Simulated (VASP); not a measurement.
Here is a VASP 6.6.1 calculation.

The input INCAR:

```
SYSTEM = Cu
ALGO = Normal
EDIFF = 1E-7
ENCUT = 520
GGA = PE
ISIF = 2
ISMEAR = 0
LASPH = .True.
LCHARG = .False.
LREAL = .False.
LWAVE = .False.
NELM = 100
PREC = Accurate
SIGMA = 0.1
```

File KPOINTS:

```
k-points
0
Gamma
  12 12 12
  0 0 0
```

File POSCAR:

```
Cu                                      
1.0
   -0.0000000000      1.7797379389      1.7797379389
    1.7797379389      0.0000000000      1.7797379389
    1.7797379389      1.7797379389     -0.0000000000
  Cu            
     1
Direct
     0.0000000000000000    1.0000000000000000    1.0000000000000000
```

Potentials or basis: VASP PAW PBE potentials, release 64 (Cu).

The run is started by

```sh
$ cat potpaw_PBE.64/Cu/POTCAR > POTCAR
$ mpirun -np 1 vasp_std > vasp.out
```

(1) Predict the pressure.

(2) Predict the band gap on the k mesh.

## Answers

(1) 10.0 GPa.

(2) none (metal or under the smearing width).
